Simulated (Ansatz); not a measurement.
# PbI2: the cost of one run

Method: DFT PBE, scalar-relativistic, plane waves, PAW, in Ansatz 0.2.0.

2 further runs of the same task are left out: 2 set aside as unsound or not needed.

**1. The starting structure**

It takes space group P-3m1 (No. 164, trigonal). Conventional cell: a = 4.678 Å, b = 4.678 Å, c = 7.693 Å, α = 90.00°, β = 90.00°, γ = 120.00°. Pb (site symmetry -3m) has 6 I at 3.28 Å as nearest neighbours. I (site symmetry 3m) has 3 Pb at 3.28 Å as nearest neighbours.

Structure file:

```xyz
3
Lattice="4.6779 0.0000 0.0000 -2.3390 4.0512 0.0000 0.0000 0.0000 7.6933" Properties=species:S:1:pos:R:3 pbc="T T T"
Pb    0.0000    0.0000    0.0000
I     0.0000    2.7008    1.8558
I     2.3390    1.3504    5.8376
```

This cell was relaxed beforehand with the same method: volume 48.60 Å³/atom, gap on the mesh 2.43 eV.

**2. Tight relaxation for the response runs**

Response runs need a geometry at rest under their own mesh and occupations; hence this stricter relaxation.

Input file input.yaml:

```yaml
crystal:
  lattice:
    - [4.677947871, 0.0, 0.0]
    - [-2.3389739355, 4.0512216939, 0.0]
    - [0.0, 0.0, 7.6933195126]
  atoms:
    - { symbol: Pb, position: [0.0, 0.0, 0.0] }
    - { symbol: I, position: [0.3333333333, 0.6666666667, 0.2412178018] }
    - { symbol: I, position: [0.6666666667, 0.3333333333, 0.7587821982] }
basis:
  ecutwfc: 420
kpoints:
  mp_grid: { grid: [9, 9, 4] }
hamiltonian:
  xc: pbe
scf:
  occupations: { method: fixed }
output:
  forces: true
  stress: true
  eigenvalues: true
relax:
  adjacent_minimum: "off"
  f_tol: 0.001
  max_steps: 60
  cell: { stress_tol: 0.01 }
```

Command:

```sh
$ ansatz run input.yaml --threads 2 --pin off --max-ram 5120MiB --backend cpu --events-out ev --progress --plain --runs-dir out
```

Q: Estimate wall time and peak memory on 2 threads of Arm Neoverse V2, shared host.

About 28 s, with a peak of 0.49 GiB.
